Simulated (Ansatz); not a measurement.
Crystal: GaN.

```
Ga N
1.0
     0.00000    2.13524    2.13524
     2.13524    0.00000    2.13524
     2.13524    2.13524    0.00000
Ga N
1 1
Direct
  0.00000 0.00000 0.00000
  0.50000 0.50000 0.50000
```

Measurements of this composition are mostly on another form, of space group No. 186.

Program: Ansatz 0.2.0. Alike in all runs: task band structure; potentials or basis Ansatz PAW; no spin polarisation; cell as given; k mesh 11 × 11 × 11; smearing fermi-dirac 0.05 eV.

Order these runs on this cell by their band gap on the k mesh, lowest first.
A. level r2SCAN; cutoff (eV) 500
B. level PBE; cutoff (eV) 420
C. level LDA; cutoff (eV) 420

C (0.35 eV), B (0.55 eV), A (1.06 eV).

Caveats: the k mesh misses the band edges, so the gap on the mesh is wider than the one along the path.
